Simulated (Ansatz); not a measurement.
**BaTiO3: band gap under strain**

Aim: follow the gap of BaTiO3, cubic perovskite through these states: +2.0 % biaxial strain in x and y, free along z; +3.0 % biaxial strain in x and y, free along z; +4.0 % biaxial strain in x and y, free along z. The table at the end shows which levels were run.

Program: Ansatz 0.2.0. PAW datasets, plane waves. Calculated at 0 K for a non-magnetic cell.

**1. Starting point**

The unstrained cell was relaxed with r2SCAN; in each strained cell the atoms were relaxed again with r2SCAN. Names of k-points are those of the unstrained zone, where strain can split equivalent points. First state: +2.0 % biaxial strain in x and y, free along z.

It is tetragonal, P4/mmm (No. 123); conventional cell a = 4.074 Å, c = 3.940 Å, 13.08 Å³ an atom. Near Ba stand 12 O at 2.83–2.88 Å; near Ti stand 6 O at 1.97–2.04 Å; near O stand 2 Ti at 1.97 Å and 4 Ba at 2.88 Å; near O stand 2 Ti at 2.04 Å and 4 Ba at 2.83 Å.

Coordinates:

```cif
data_structure
_symmetry_space_group_name_H-M 'P 1'
_symmetry_Int_Tables_number 1
_cell_length_a 4.0740
_cell_length_b 4.0740
_cell_length_c 3.9401
_cell_angle_alpha 90.000
_cell_angle_beta 90.000
_cell_angle_gamma 90.000
_cell_volume 65.40
loop_
_atom_site_label
_atom_site_type_symbol
_atom_site_fract_x
_atom_site_fract_y
_atom_site_fract_z
_atom_site_occupancy
Ba1 Ba 0.00000 0.00000 0.00000 1
Ti1 Ti 0.50000 0.50000 0.50000 1
O1 O 0.50000 0.50000 0.00000 1
O2 O 0.50000 0.00000 0.50000 1
O3 O 0.00000 0.50000 0.50000 1
```

From earlier runs on the unstrained cell: PBE 1.82 eV, r2SCAN 2.17 eV, HSE06 3.21 eV, r2SCAN+SOC 2.16 eV; a = 3.994 Å.

**2. +2.0 % biaxial strain in x and y, free along z: PBE**

input.yaml

```yaml
crystal:
  lattice:
    - [4.0739784508, 0.0, 0.0]
    - [0.0, 4.0739784508, 0.0]
    - [0.0, 0.0, 3.9401115498]
  atoms:
    - { symbol: Ba, position: [0.0, 0.0, 0.0] }
    - { symbol: Ti, position: [0.5, 0.5, 0.5] }
    - { symbol: O, position: [0.5, 0.5, 0.0] }
    - { symbol: O, position: [0.5, 0.0, 0.5] }
    - { symbol: O, position: [0.0, 0.5, 0.5] }
kpoints:
  mp_grid: { grid: [6, 6, 6] }
  band_path:
    path: [[0.0, 0.0, 0.0], [0.0, 0.5, 0.0], [0.5, 0.5, 0.0], [0.5, 0.5, 0.5]]
    npoints: 1
hamiltonian:
  xc: pbe
scf:
  occupations: { method: fermi_dirac, width: 0.02 }
  n_extra_bands: 5
output:
  forces: true
  stress: true
  eigenvalues: true
```

Run with:

```bash
ansatz run input.yaml --threads 2 --pin off --max-ram 29491MiB --backend cpu --events-out ev --progress --plain --runs-dir out
```

The runs that follow: +2.0 % biaxial strain in x and y, free along z: r2SCAN; +2.0 % biaxial strain in x and y, free along z: HSE06; +2.0 % biaxial strain in x and y, free along z: r2SCAN+SOC; +2.0 % biaxial strain in x and y, free along z: r2SCAN; +3.0 % biaxial strain in x and y, free along z: PBE; +3.0 % biaxial strain in x and y, free along z: r2SCAN; +3.0 % biaxial strain in x and y, free along z: HSE06; +3.0 % biaxial strain in x and y, free along z: r2SCAN+SOC; +3.0 % biaxial strain in x and y, free along z: r2SCAN; +4.0 % biaxial strain in x and y, free along z: PBE; +4.0 % biaxial strain in x and y, free along z: r2SCAN; +4.0 % biaxial strain in x and y, free along z: HSE06; +4.0 % biaxial strain in x and y, free along z: r2SCAN+SOC; +4.0 % biaxial strain in x and y, free along z: r2SCAN.

**Question.** What will these runs give?

**Answer**, as computed:

Least gap in eV (negative: overlap), with the change from the unstrained cell in brackets:

| state | volume change (%) | PBE | r2SCAN | HSE06 |
| --- | --- | --- | --- | --- |
| +2.0 % biaxial strain in x and y, free along z | +2.6 | 1.70 (-0.12) | 2.04 (-0.13) | 3.08 (-0.13) |
| +3.0 % biaxial strain in x and y, free along z | +4.0 | 1.64 (-0.18) | 1.98 (-0.19) | 3.01 (-0.20) |
| +4.0 % biaxial strain in x and y, free along z | +5.4 | 1.58 (-0.24) | 1.92 (-0.25) | 2.96 (-0.25) |

What this shows: With HSE06, of the states in the table +4.0 % biaxial strain in x and y, free along z shifts the gap most, by -0.250 eV. PBE and HSE06 differ by 1.38 eV on the unstrained gap, and by at most 0.01 eV on its change: the two disagree on the size of the gap but agree on its response to strain. Spin-orbit coupling is left out of the table, though the cell holds Ba (Z = 56).
